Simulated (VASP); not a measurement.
# Ru in VASP: work function with PBE

Aim: the work function of Ru with PBE.

Everything below comes from runs of VASP 6.6.1. Logs are shortened: lines on timing, memory, paths and dates and some standing lists are left out, and cuts for length are marked.

## (1) Starting point

The cell holds a slab with vacuum, 4 atoms: a = 2.719 Å, b = 2.719 Å, c = 27.376 Å, α = 90.00°, β = 90.00°, γ = 120.00°.

The cell was built by a generator and needn't be a form met in nature.

## (2) Work function, PBE

File INCAR:

```
SYSTEM = Ru
PREC = Accurate
ENCUT = 520
EDIFF = 1E-7
ISMEAR = 1
SIGMA = 0.1
LREAL = .FALSE.
LASPH = .TRUE.
NELM = 60
ALGO = Fast
ISIF = 2
LWAVE = .FALSE.
LCHARG = .TRUE.
LDIPOL = .TRUE.
IDIPOL = 3
DIPOL = 0.5 0.5 0.500
GGA = PE
LELF = .TRUE.
LVHAR = .TRUE.
LVACPOTAV = .TRUE.
```

File KPOINTS:

```
regular mesh
0
G
  14 14 1
  0 0 0
```

File POSCAR:

```
Ru                                      
1.0
    2.7193470000      0.0000000000      0.0000000000
   -1.3596735000      2.3550235400      0.0000000000
    0.0000000000      0.0000000000     27.3762814600
  Ru            
     4
Selective dynamics
Direct
     0.3333330000000032    0.6666669999999968    0.3822968500000030   F   F   F
     0.6666669999999968    0.3333330000000032    0.4580378591746151   T   T   T
     0.3333330000000032    0.6666669999999968    0.5369973162738330   T   T   T
     0.6666669999999968    0.3333330000000032    0.6127401030550207   T   T   T
```

Potentials or basis: VASP PAW PBE potentials, release 64 (Ru_pv).

Run with:

```bash
cat potpaw_PBE.64/Ru_pv/POTCAR > POTCAR
mpirun -np 1 vasp_std > vasp.out
```

OUTCAR:

```text
SYSTEM = Ru
   PREC = Accurate
   ENCUT = 520
   EDIFF = 1E-7
   ISMEAR = 1
   LREAL = .FALSE.
   LASPH = .TRUE.
   NELM = 60
   ISIF = 2
   GGA = PE

 ion  position               nearest neighbor table
   1  0.333  0.667  0.382-   2 2.60   2 2.60   2 2.60
   2  0.667  0.333  0.458-   1 2.60   1 2.60   1 2.60   3 2.67   3 2.67   3 2.67
   3  0.333  0.667  0.537-   4 2.60   4 2.60   4 2.60   2 2.67   2 2.67   2 2.67
   4  0.667  0.333  0.613-   3 2.60   3 2.60   3 2.60

  LATTYP: Found a hexagonal cell.
 ALAT       =     2.7193470000
 C/A-ratio  =    10.0672262348

  Lattice vectors:

 A1 = (   2.7193470000,   0.0000000000,   0.0000000000)
 A2 = (  -1.3596735000,   2.3550235400,   0.0000000000)
 A3 = (   0.0000000000,   0.0000000000,  27.3762814600)

Analysis of symmetry for initial positions (statically):
=====================================================================
 Subroutine PRICEL returns:
 Original cell was already a primitive cell.

 Routine SETGRP: Setting up the symmetry group for a
 hexagonal supercell.

 Subroutine GETGRP returns: Found 12 space group operations
 (whereof  6 operations were pure point group operations)
 out of a pool of 24 trial point group operations.

The static configuration has the point symmetry C_3v.
 The point group associated with its full space group is D_3d.

Analysis of symmetry for dynamics (positions and initial velocities):
=====================================================================
 Subroutine PRICEL returns:
 Original cell was already a primitive cell.

 Routine SETGRP: Setting up the symmetry group for a
 hexagonal supercell.

 Subroutine GETGRP returns: Found 12 space group operations
 (whereof  6 operations were pure point group operations)
 out of a pool of 24 trial point group operations.

The dynamic configuration has the point symmetry C_3v.
 The point group associated with its full space group is D_3d.

Analysis of constrained symmetry for selective dynamics:
=====================================================================
 Subroutine PRICEL returns:
 Original cell was already a primitive cell.

 Routine SETGRP: Setting up the symmetry group for a
 hexagonal supercell.

 Subroutine GETGRP returns: Found  6 space group operations
 (whereof  6 operations were pure point group operations)
 out of a pool of 24 trial point group operations.

The constrained configuration has the point symmetry C_3v.

 Subroutine INISYM returns: Found  6 space group operations
 (whereof  6 operations are pure point group operations),
 and found     1 'primitive' translations

----------------------------------------------------------------------------------------

                                     Primitive cell

  volume of cell :     175.3212

  direct lattice vectors                    reciprocal lattice vectors
     2.719347000  0.000000000  0.000000000     0.367735342  0.212312103  0.000000000
    -1.359673500  2.355023540  0.000000000     0.000000000  0.424624206  0.000000000
     0.000000000  0.000000000 27.376281460     0.000000000  0.000000000  0.036527970

  length of vectors
     2.719347000  2.719346962 27.376281460     0.424624200  0.424624206  0.036527970

  position of ions in fractional coordinates (direct lattice)
     0.333333000  0.666667000  0.382296850
     0.666667000  0.333333000  0.458037859
     0.333333000  0.666667000  0.536997316
     0.666667000  0.333333000  0.612740103

  ion indices of the primitive-cell ions
   primitive index   ion index
                 1           1
                 2           2
                 3           3
                 4           4

----------------------------------------------------------------------------------------

 KPOINTS: regular mesh

Automatic generation of k-mesh.
 Grid dimensions read from file:
 generate k-points for:   14   14    1

 Generating k-lattice:

  Cartesian coordinates                     Fractional coordinates (reciprocal lattice)
     0.026266810  0.015165150  0.000000000     0.071428571  0.000000000  0.000000000
     0.000000000  0.030330300  0.000000000     0.000000000  0.071428571  0.000000000
     0.000000000  0.000000000  0.036527970     0.000000000  0.000000000  1.000000000

  Length of vectors
     0.030330300  0.030330300  0.036527970

  Shift w.r.t. Gamma in fractional coordinates (k-lattice)
     0.000000000  0.000000000  0.000000000

 Subroutine IBZKPT returns following result:
 ===========================================

 Found     24 irreducible k-points:

 Following reciprocal coordinates:
            Coordinates               Weight
  0.000000  0.000000  0.000000      1.000000
  0.071429  0.000000  0.000000      6.000000
  0.142857  0.000000  0.000000      6.000000
  0.214286  0.000000  0.000000      6.000000
  0.285714  0.000000  0.000000      6.000000
  0.357143  0.000000  0.000000      6.000000
[... 16 lines left out ...]
  0.285714  0.285714  0.000000      6.000000
  0.357143  0.285714  0.000000      6.000000
   k-points           NKPTS =     24   k-points in BZ     NKDIM =     24   number of bands    NBANDS=     33
   number of dos      NEDOS =    301   number of ions     NIONS =      4
   total plane-waves  NPLWV =  84000
   dimension x,y,z NGX =    20 NGY =   20 NGZ =  210
   dimension x,y,z NGXF=    40 NGYF=   40 NGZF=  420
   ions per type =               4
   NGX,Y,Z   is equivalent  to a cutoff of  12.23, 12.23, 12.75 a.u.
   NGXF,Y,Z  is equivalent  to a cutoff of  24.45, 24.45, 25.51 a.u.
 SYSTEM =  Ru
   PREC   = accura    normal or accurate (medium, high low for compatibility)
   ISTART =      0    job   : 0-new  1-cont  2-samecut
   ICHARG =      2    charge: 1-file 2-atom 10-const
   ISPIN  =      1    spin polarized calculation?
   LNONCOLLINEAR =      F non collinear calculations
   LSORBIT =      F    spin-orbit coupling
   LASPH  =      T    aspherical Exc in radial PAW
   ENCUT  =  520.0 eV  38.22 Ry    6.18 a.u.   5.06  5.06 50.90*2*pi/ulx,y,z
   NELM   =     60;   NELMIN=  2; NELMDL= -5     # of ELM steps
   EDIFF  = 0.1E-06   stopping-criterion for ELM
   LREAL  =      F    real-space projection
   EDIFFG = 0.1E-05   stopping-criterion for IOM
   NSW    =      0    number of steps for IOM
   IBRION =     -1    ionic relax: 0-MD 1-quasi-New 2-CG
   NFREE  =      0    steps in history (QN), initial steepest desc. (CG)
   ISIF   =      2    stress and relaxation
   ISYM   =      2    0-nonsym 1-usesym 2-fastsym
   POTIM  = 0.5000    time-step for ionic-motion
   TEBEG  =    0.0;   TEEND  =   0.0 temperature during run
   PSTRESS=    0.0 pullay stress
   NELECT =      56.0000    total number of electrons
   NUPDOWN=      -1.0000    fix difference up-down
   EMIN   =  10.00;   EMAX   =-10.00  energy-range for DOS
   EFERMI =   0.00;   METHOD = LEGACY
   ISMEAR =     1;   SIGMA  =   0.10  broadening in eV -4-tet -1-fermi 0-gaus
   EFERMI_NEDOS =   21; number of points for ismear=-14 and -15
   IALGO  =     68    algorithm
   IMIX   =      4    mixing-type and parameters
     AMIX     =   0.40;   BMIX     =  1.00
     AMIX_MAG =   1.60;   BMIX_MAG =  1.00
  volume/ion in A,a.u.               =      43.83       295.78
  Fermi-wavevector in a.u.,A,eV,Ry     =   1.119076  2.114746 17.038984  1.252330
  Thomas-Fermi vector in A             =   2.255712
   LORBIT       =      0    0 simple, 1 ext, 2 COOP (PROOUT), +10 PAW based schemes
   GGA     = PE    functional components
   LHFCALC =     F    Hartree Fock is set to
   AEXX    =    0.0000 exact exchange contribution
   IVDW    =     0    specifies the selected vdW correction
   LEPSILON=     F    determine dielectric tensor
   LRPA    =     F    only Hartree local field effects (RPA)
 non-spin polarized calculation
 RMM-DIIS sequential band-by-band and
 Methfessel and Paxton  Order N= 1 SIGMA  =   0.10
  energy-cutoff  :      520.00
  volume of cell :      175.32
 maximum number of plane-waves:      4763
   NGX = 11   NGY = 11   NGZ =101

 dipolmoment           0.000000      0.000000     -0.000008 electrons x Angstroem

 number of electron      56.0000022 magnetization

 dipolmoment           0.000000      0.000000      0.000007 electrons x Angstroem

 Free energy of the ion-electron system (eV)
  ---------------------------------------------------
  ext. energy  EPLUGINS =         0.00000000
  ---------------------------------------------------
  free energy    TOTEN  =       -34.80858105 eV

  energy without entropy =      -34.80738263  energy(sigma->0) =      -34.80818158

 E-fermi :   0.5655     XC(G=0):  -5.1263

 val. band max:        0.5623334013   @ k =   0.2857   0.0714   0.0000
 cond. band min:       0.5703957208   @ k =   0.2143   0.0000   0.0000
 fundamental gap:      0.0080623195
 Fermi energy:         0.5654634946

 k-point     1 :       0.0000    0.0000    0.0000
  band No.  band energies     occupation
      1     -43.0604      2.00000
      2     -42.6630      2.00000
      3     -42.2692      2.00000
      4     -42.2692      2.00000
      5     -42.1925      2.00000
      6     -42.1925      2.00000
[... 25 lines left out ...]
     32       0.7262     -0.04544
     33       1.7677     -0.00000

 k-point     2 :       0.0714    0.0000    0.0000
  band No.  band energies     occupation
      1     -43.0475      2.00000
      2     -42.6639      2.00000
      3     -42.2987      2.00000
      4     -42.2798      2.00000
      5     -42.2503      2.00000
      6     -42.1999      2.00000
[... 25 lines left out ...]
     32       0.6121      0.29800
     33       0.9322     -0.00000

 k-point     3 :       0.1429    0.0000    0.0000
  band No.  band energies     occupation
      1     -43.0113      2.00000
      2     -42.6752      2.00000
      3     -42.3838      2.00000
      4     -42.3603      2.00000
      5     -42.3092      2.00000
      6     -42.2210      2.00000
[... 25 lines left out ...]
     32       0.5381      1.44506
     33       1.3419     -0.00000

 k-point     4 :       0.2143    0.0000    0.0000
  band No.  band energies     occupation
      1     -42.9601      2.00000
      2     -42.7239      2.00000
      3     -42.5275      2.00000
      4     -42.4474      2.00000
      5     -42.3506      2.00000
      6     -42.2520      2.00000
[... 25 lines left out ...]
     32       0.5704      0.91663
     33       1.5293     -0.00000

 k-point     5 :       0.2857    0.0000    0.0000
  band No.  band energies     occupation
      1     -42.9144      2.00000
      2     -42.8247      2.00000
      3     -42.6689      2.00000
      4     -42.5142      2.00000
      5     -42.3955      2.00000
      6     -42.2869      2.00000
[... 604 lines left out ...]
 k-point    22 :       0.3571    0.2143    0.0000
  band No.  band energies     occupation
      1     -42.9586      2.00000
      2     -42.9244      2.00000
      3     -42.7277      2.00000
      4     -42.6512      2.00000
      5     -42.5680      2.00000
      6     -42.5507      2.00000
[... 25 lines left out ...]
     32       2.0952     -0.00000
     33       5.7561      0.00000

 k-point    23 :       0.2857    0.2857    0.0000
  band No.  band energies     occupation
      1     -42.9131      2.00000
      2     -42.9018      2.00000
      3     -42.7664      2.00000
      4     -42.6126      2.00000
      5     -42.6075      2.00000
      6     -42.5762      2.00000
[... 25 lines left out ...]
     32       2.0753     -0.00000
     33       5.9026      0.00000

 k-point    24 :       0.3571    0.2857    0.0000
  band No.  band energies     occupation
      1     -42.9011      2.00000
      2     -42.8835      2.00000
      3     -42.7918      2.00000
      4     -42.6513      2.00000
      5     -42.6050      2.00000
      6     -42.5816      2.00000
[... 25 lines left out ...]
     32       1.8178     -0.00000
     33       7.2336      0.00000

------------------------ aborting loop because EDIFF is reached ----------------------------------------

  FORCE on cell =-STRESS in cart. coord.  units (eV):
  Direction    XX          YY          ZZ          XY          YZ          ZX
  --------------------------------------------------------------------------------------
  -------------------------------------------------------------------------------------
  Total       -2.7198866     -2.7198865     -0.0624889     -0.0000000      0.0000000     -0.0000000
  in kB      -24.8557593    -24.8557583     -0.5710569     -0.0000000      0.0000000     -0.0000000
  external PRESSURE =     -16.7608582 kB  Pullay stress =       0.0000000 kB

 VOLUME and BASIS-vectors are now :
 -----------------------------------------------------------------------------
  energy-cutoff  :      520.00
  volume of cell :      175.32
      direct lattice vectors                 reciprocal lattice vectors
     2.719347000  0.000000000  0.000000000     0.367735342  0.212312103  0.000000000
    -1.359673500  2.355023540  0.000000000     0.000000000  0.424624206  0.000000000
     0.000000000  0.000000000 27.376281460     0.000000000  0.000000000  0.036527970

 POSITION                                       TOTAL-FORCE (eV/Angst)
 -----------------------------------------------------------------------------------
     -0.00000      1.57002     10.46587         0.000000     -0.000000      0.002197
      1.35967      0.78501     12.53937        -0.000000      0.000000      0.001490
     -0.00000      1.57002     14.70099        -0.000000      0.000000     -0.000997
      1.35967      0.78501     16.77455         0.000000      0.000000     -0.002689
 -----------------------------------------------------------------------------------
    total drift:                               -0.000000     -0.000000      0.000605

  FREE ENERGIE OF THE ION-ELECTRON SYSTEM (eV)
  ---------------------------------------------------
  free  energy   TOTEN  =       -34.8085810519 eV

  energy  without entropy=      -34.8073826338  energy(sigma->0) =      -34.80818158

 vacuum level on the upper side and lower side of the slab         5.599         5.599
```

It took 4 min on 1 thread of Intel Xeon Platinum 8488C (Sapphire Rapids), shared host; peak memory 0.33 GiB.

Results:

```yaml
Free_energy: -34.8086 eV
Band_gap_on_the_k_mesh: none (metal or under the smearing width)
Work_function_of_the_upper_face: 5.03 eV
Work_function_of_the_lower_face: 5.03 eV
```

Forces in eV/Å, atoms in the order of the input:
```
Ru   0.000  0.000  0.002
Ru   0.000  0.000  0.001
Ru   0.000  0.000 -0.001
Ru   0.000  0.000 -0.003
```
